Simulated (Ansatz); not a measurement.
# What hybrid functionals make of HfB₂

```
Hf B
1.0
     3.14333    0.00000    0.00000
    -1.57167    2.72220    0.00000
     0.00000    0.00000    3.47265
Hf B
1 2
Direct
  0.00000 0.00000 0.00000
  0.33333 0.66667 0.50000
  0.66667 0.33333 0.50000
```

All runs: Ansatz, plane waves and PAW, scalar-relativistic (no spin–orbit coupling), 6×6×6 k-mesh, Gaussian smearing of 0.05 eV, no spin polarisation. Semilocal reference PBE: gap zero (metallic on this mesh), pressure 1.5 GPa. The hybrids carry no U.

(1) What gap and pressure does HSE06-type hybrid with a screening parameter of 0.4 Å⁻¹ give at this geometry?

(2) And the other functionals?

## Answers

(1) Gap zero (metallic on this mesh), pressure -0.2 GPa.

(2) 
```tsv
functional	gap	pressure (GPa)	cutoff (eV)	core-seconds
PBE0-type hybrid with an exact-exchange fraction of 0.3	zero (metallic on this mesh)	-1.5	420	56
PBE0-type hybrid with an exact-exchange fraction of 0.15	zero (metallic on this mesh)	0.0	420	46
HSE06-type hybrid with a screening parameter of 0.4 Å⁻¹	zero (metallic on this mesh)	-0.2	420	50
HSE06-type hybrid with a screening parameter of 0.1 Å⁻¹	zero (metallic on this mesh)	-1.1	420	51
HSE06	zero (metallic on this mesh)	-0.9	420	50
```

On shared hosts the hybrid runs at the reference's cutoff took roughly 25 to 31 times the core time of the semilocal one on the same mesh, with some more bands.

Caveats: core times come from shared hosts and scatter; exact exchange suits metals badly: it thins the states at the Fermi level; filled bands differ between k-points; gaps are read on a coarse mesh; stress loosely converged; the mesh of this hybrid run is coarse for a metal.

HfB₂ stays metallic with every functional, as expected for a diboride in which Hf d and B p states overlap around the Fermi level. What changes is the pressure at the fixed geometry. It falls from 1.5 GPa in PBE to 0.0 and then -1.5 GPa as the exact-exchange fraction of the unscreened hybrid rises to 0.15 and 0.3. Weaker screening, which extends the reach of exact exchange, moves it the same way. PBE would therefore expand this cell slightly, while most of the hybrids would contract it.

The likely reason is that exact exchange favours more compact orbitals and strengthens the covalent B–B and Hf–B bonding that PBE slightly underbinds. Because the boron network makes the compound very stiff, these pressures correspond to only small changes in volume. The overall shift is more telling than the order of hybrids with nearly equal pressures. A single pressure also does not reveal whether the contraction would occur within the boron sheets or along the stacking axis.
